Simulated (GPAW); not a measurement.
Sr:

```
CELL_PARAMETERS angstrom
0.00000 3.04235 3.04235
3.04235 0.00000 3.04235
3.04235 3.04235 0.00000
ATOMIC_POSITIONS crystal
Sr 0.00000 0.00000 0.00000
```

| Item | Value |
| --- | --- |
| Program | GPAW 26.7.0 |
| Task | relaxation of cell and atoms |
| Functional | PBEsol |
| Dispersion | D3(BJ)+ATM |
| Potentials or basis | PAW data sets generated in the run's folder for this functional |
| Cutoff | 600 eV |
| Basis | pw |
| k mesh | 8 × 8 × 8 |
| Occupations | fermi-dirac, width 0.05 eV |
| Spin | no spin polarisation |

At the start: pressure -1.5 GPa; volume 56.32 Å³/atom.

How do energy, volume and symmetry change on relaxing?

Over 4 steps the energy falls by 37.9 meV/atom and the volume is 49.15 Å³/atom (-12.7 %); space group Fm-3m (No. 225, to 0.05 Å).

Step by step:
```tsv
step	energy change (eV)	largest force (eV/Å)	pressure (GPa)	volume (Å³)
1	0.0000	0.0000	-1.48	56.32
2	-0.0109	0.0000	-1.29	55.08
3	-0.0375	0.0000	0.19	48.41
4	-0.0379	0.0000	-0.02	49.15
```

Final structure:
```yaml
crystal:
  lattice:
    - [0.00000, 2.90727, 2.90727]
    - [2.90727, 0.00000, 2.90727]
    - [2.90727, 2.90727, 0.00000]
  atoms:
    - { symbol: Sr, position: [0.00000, 0.00000, 0.00000] }
```

Caveat: later steps reuse the first step's grids; pairwise dispersion overbinds metals, which lowers pressure and volume.
